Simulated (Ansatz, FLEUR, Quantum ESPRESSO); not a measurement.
**One calculation of P, 3 ways**

```xyz
4
Lattice="1.6477 -5.4650 0.0000 1.6477 5.4650 0.0000 0.0000 0.0000 4.5436" Properties=species:S:1:pos:R:3 pbc="T T T"
P     1.6477   -4.4173    2.6754
P     1.6477    4.4173    1.8683
P     1.6477   -1.0477    0.4035
P     1.6477    1.0477    4.1401
```

Alike in all runs: task band structure; functional LDA; k mesh 8 × 8 × 6; occupations fermi-dirac, width 0.05 eV; no spin polarisation; no spin-orbit coupling. LDA stands for any of its common fits. Pressure is positive in compression and, in plane waves, holds the error of the finite cutoff, which Ansatz's Pulay term estimates and takes out. Gaps are the smaller of the mesh's and the band path's.

```
                            program and potentials  plane-wave cutoff (eV)                                                                                   notes  band gap (eV)  pressure (GPa)  largest force (eV/Å)
                                Ansatz, Ansatz PAW                     420  potentials made for PBE, which Ansatz adapts in part; Pulay term of +0.05 GPa included         no gap           -2.09                 0.196
Quantum ESPRESSO, PseudoDojo 0.4.1 SR LDA standard                     653                                                                                       -           0.02           -2.29                 0.174
                        FLEUR, all-electron, FLAPW                       -                                                                                       -           0.02               -                     -
```

Force on atom 3 (P), eV/Å:

```json
{"program and potentials": "Ansatz, Ansatz PAW", "x": "0.000", "y": "-0.062", "z": "-0.186"}
{"program and potentials": "Quantum ESPRESSO, PseudoDojo 0.4.1 SR LDA standard", "x": "0.000", "y": "-0.043", "z": "-0.168"}
```

The band gap spans no gap (Ansatz, Ansatz PAW) to 0.02 eV (FLEUR, all-electron, FLAPW), with all-electron results at 0.02. The pressure spans -2.29 (Quantum ESPRESSO, PseudoDojo 0.4.1 SR LDA standard) to -2.09 GPa (Ansatz, Ansatz PAW).

Differences between rows come from potentials, basis sets and numerical settings, since the functional is the same but for its coding. Runs on potential files found faulty are left out.
